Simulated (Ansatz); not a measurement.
# Ge under changes of volume

One of the cells (22.639 Å³/atom); the others are scaled copies at fixed shape and fractional positions:

```xyz
2
Lattice="0.0000 2.8289 2.8289 2.8289 0.0000 2.8289 2.8289 2.8289 0.0000" Properties=species:S:1:pos:R:3 pbc="T T T"
Ge    4.2434    4.2434    4.2434
Ge    2.8289    2.8289    2.8289
```

| Property | Result |
| --- | --- |
| Program | Ansatz 0.2.0 |
| Functional | HSE06 |
| Potentials or basis | Ansatz PAW |
| Cutoff | 420 eV (not typed: the program's choice for these potentials) |
| k mesh | 6 × 6 × 6 |
| Occupations | fermi-dirac, width 0.05 eV |
| Spin | no spin polarisation |

| volume (Å³/atom) | energy over the lowest point (meV/atom) | pressure (GPa) | gap on the mesh (eV) |
| --- | --- | --- | --- |
| 21.281 | 31.61 | 6.6 | 1.04 |
| 21.733 | 16.00 | 4.5 | 0.96 |
| 22.186 | 5.93 | 2.7 | 0.88 |
| 22.639 | 0.76 | 1.0 | 0.81 |
| 23.092 | 0.00 | -0.5 | 0.66 |
| 23.545 | ? | ? | ? |
| 23.997 | 9.93 | -2.9 | 0.26 |

**Question.** What does the run at 23.545 Å³/atom give?

**Answer.** Energy over the lowest point 3.18 meV/atom; pressure -1.8 GPa; gap on the mesh 0.46 eV.

Worked out: A Birch-Murnaghan fit of order 3 (a polynomial in V^(-2/3)) to the other rows has its minimum at 22.95 Å³/atom with B0 = V·E''(V) = 73 GPa and B' = 4.7. It gives 3.21 meV/atom at 23.545 Å³/atom, against the run's 3.18, and -dE/dV = -1.8 GPa, against -1.8. A parabola through the other rows of the gap, of slope -9.83 eV per unit of ln V there, gives 0.47 eV, against the run's 0.46.

Energies are extrapolated to zero smearing.

Caveats: the PAW data sets come from PBE, with cores solved anew for the run's functional, which leaves a small shift of forces and pressure; the thresholds are loose for stress.

A mesh can miss the band edges. Spin-orbit coupling on Ge is left out.
